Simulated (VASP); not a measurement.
A calculation with VASP 6.6.1 of KMgF3 (ASE script, Cartesian positions):

File run.py:

```python
from ase.calculators.vasp import Vasp
from ase.dft.bandgap import bandgap
from ase.io import read

atoms = read('KMgF3.xyz')
calc = Vasp(
    directory='calc',
    xc='pbe',
    pp='PBE',
    setups='minimal',
    prec='Accurate',
    encut=500,
    ediff=1e-07,
    ismear=0,
    sigma=0.02,
    lreal=False,
    lasph=True,
    nelm=60,
    algo='Fast',
    isif=2,
    lwave=False,
    lcharg=False,
    kpts=[7, 7, 7],
    gamma=True,
    nbands=23,
)
atoms.calc = calc

print('energy (eV):', atoms.get_potential_energy())
print('free energy (eV):', atoms.get_potential_energy(force_consistent=True))
print('forces (eV/A):')
print(atoms.get_forces())
print('stress (eV/A^3, Voigt):', atoms.get_stress())
print('Fermi level (eV):', calc.get_fermi_level())
gap, top, bottom = bandgap(calc)
print('band gap (eV):', gap, 'from (spin, k, band)', top, 'to', bottom)
```

KMgF3.xyz

```xyz
5
Lattice="3.9859000000 0.0000000000 0.0000000000 0.0000000000 3.9859000000 0.0000000000 0.0000000000 0.0000000000 3.9859000000" Properties=species:S:1:pos:R:3 pbc="T T T"
K      1.9929500000      1.9929500000      1.9929500000
Mg     0.0000000000      0.0000000000      0.0000000000
F      0.0000000000      0.0000000000      1.9929500000
F      0.0000000000      1.9929500000      0.0000000000
F      1.9929500000      0.0000000000      0.0000000000
```

Potentials or basis: VASP PAW PBE potentials, release 64 (K_pv, Mg, F).

Command:

```bash
$ python run.py
```

**Question.** Write the same calculation in another form: native input, structure from a POSCAR.

**Answer.** As run:

Contents of INCAR:

```
PREC = Accurate
ENCUT = 500
EDIFF = 1E-7
ISMEAR = 0
SIGMA = 0.02
LREAL = False
LASPH = True
NELM = 60
ALGO = Normal
ISIF = 2
LWAVE = False
LCHARG = True
GGA = PE
LELF = True
LVHAR = True
```

Contents of KPOINTS:

```
regular mesh
0
Gamma
  7 7 7
```

The input POSCAR:

```
KMgF3
1.0
    3.9859000000      0.0000000000      0.0000000000
    0.0000000000      3.9859000000      0.0000000000
    0.0000000000      0.0000000000      3.9859000000
K Mg F
1 1 3
Cartesian
    1.9929500000      1.9929500000      1.9929500000
    0.0000000000      0.0000000000      0.0000000000
    0.0000000000      0.0000000000      1.9929500000
    0.0000000000      1.9929500000      0.0000000000
    1.9929500000      0.0000000000      0.0000000000
```

Potentials or basis: VASP PAW PBE potentials, release 64 (K_pv, Mg, F).

Launch:

```bash
$ cat potpaw_PBE.64/K_pv/POTCAR potpaw_PBE.64/Mg/POTCAR potpaw_PBE.64/F/POTCAR > POTCAR
$ mpirun -np 1 vasp_std > vasp.out
```

Both were run:

|  | ASE script, Cartesian positions | native input, structure from a POSCAR |
| --- | --- | --- |
| Pressure | 3.8 GPa | 3.8 GPa |
| Band gap on the k mesh | 7.33 eV, indirect (least direct gap 7.62 eV) | 7.33 eV, indirect (least direct gap 7.62 eV) |

Keys that steer only the numerical path or the files written may differ.

Caveat: an odd mesh through Γ misses points on the zone boundary, where band edges often lie.
